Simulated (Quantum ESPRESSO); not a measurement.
**A worked fit of the pressure against the volume, with one run withheld: SrF2 (Fm-3m, 3 atoms in the cell)**

```yaml
crystal:
  lattice:
    - [0.00000, 2.91030, 2.91030]
    - [2.91030, 0.00000, 2.91030]
    - [2.91030, 2.91030, 0.00000]
  atoms:
    - { symbol: Sr, position: [0.00000, 0.00000, 0.00000] }
    - { symbol: F, position: [0.75000, 0.75000, 0.75000] }
    - { symbol: F, position: [0.25000, 0.25000, 0.25000] }
```

Method of the run: PBE, SSSP 1.1.2 efficiency (PBE) pseudopotentials (plane waves; Quantum ESPRESSO).

Base settings: ecutwfc = 40 Ry; ecutrho = 320 Ry; occupations = fixed; potentials = {Sr: Sr_pbe_v1.uspp.F.UPF, F: f_pbe_v1.4.uspp.F.UPF}; K_POINTS = automatic 7 7 7 0 0 0; nbnd = 16; conv_thr = 1e-10 Ry; mixing_beta = 0.7.

The starting cell comes from a database of computed structures (which also holds hypothetical and non-ambient phases and stackings), without a prior relaxation at this level. Its lattice was rescaled by a random factor within 2.5 % of one.

Murnaghan's equation with B′ set to 4 (a common value, assumed and not fitted) makes the pressure a straight line in x = (V₁/V)⁴, here with V₁ = 16.433 Å³/atom: P = a + b·x. The rows are the cell shown with its lattice scaled (for instance lattice scaled by 0.97, lattice scaled by 0.985, lattice scaled by 1.015, lattice scaled by 1.03); fractional positions and shape were held. Pulay stress at this cutoff, if any, shifts all pressures roughly alike and V₀ with them.

```
volume (Å³/atom)  (V₁/V)⁴  pressure (GPa)
----------------  -------  --------------
17.957             0.7013           -4.16
17.184             0.8363           -1.90
16.433             1.0000            0.92
15.705             1.1987               ?
14.998             1.4412            8.79
```

### Question
Fit the line to the 4 rows given and predict the withheld one.

### Answer
Means: x̄ = 0.99470, ȳ = 0.91250. Σ(x − x̄)(y − ȳ) = 5.451 and Σ(x − x̄)² = 0.3106, so b = 17.55 and a = ȳ − b·x̄ = -16.544; P = 0 at x₀ = −a/b = 0.9427, so V₀ = V₁·x₀^(−1/4) = 16.68 Å³/atom and B₀ = 4·b·x₀ = 66 GPa (for B′ = 4 and held positions). The largest residual of the fitted rows is 0.086. At x = 1.1987 the line gives 4.49 GPa. The run gave 4.44 GPa, a miss of 0.05 GPa. The rows were chosen because the form fits them, the withheld one included, so this shows the method and is no test of the form.

Left out of this page: 5 runs of the series outside the window shown, repeating another row's setting, or not comparable.
